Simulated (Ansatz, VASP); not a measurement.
**One calculation of Mo, two programs**

```
CELL_PARAMETERS angstrom
2.60488 0.03907 0.00000
0.03907 2.60488 0.00000
0.00000 0.00000 2.60488
ATOMIC_POSITIONS crystal
Mo 0.00000 0.00000 0.00000
```

Change from the starting cell: xy shear strain of +3 %, PAW files.

Alike in both runs: task electric field gradients; functional PBE; k mesh 12 × 12 × 12; occupations fermi-dirac, width 0.03 eV; no spin polarisation.

|  | VASP | Ansatz |
| --- | --- | --- |
| version | VASP 6.6.1 | Ansatz 0.2.0 |
| potentials or method | VASP PAW PBE potentials, release 64 (Mo_sv) | PAW with Ansatz's default frozen-core files, scalar-relativistic |
| plane-wave cutoff (eV) | 520 | 420 |
| valence electrons in the cell | 14 | 14 |

```tsv
	VASP	Ansatz	Ansatz less VASP
pressure (GPa)	0.3	-0.1	-0.46
largest component of the traceless stress (GPa)	3.42	3.42	-0.001
Vzz of the field gradient on the site that differs most (V/Å²)	-2.4	-2.6	-0.13
```

The functional is the same, so the differences come from potentials, cutoffs and numerics. Ansatz warned: «gradients_without_spin_orbit».
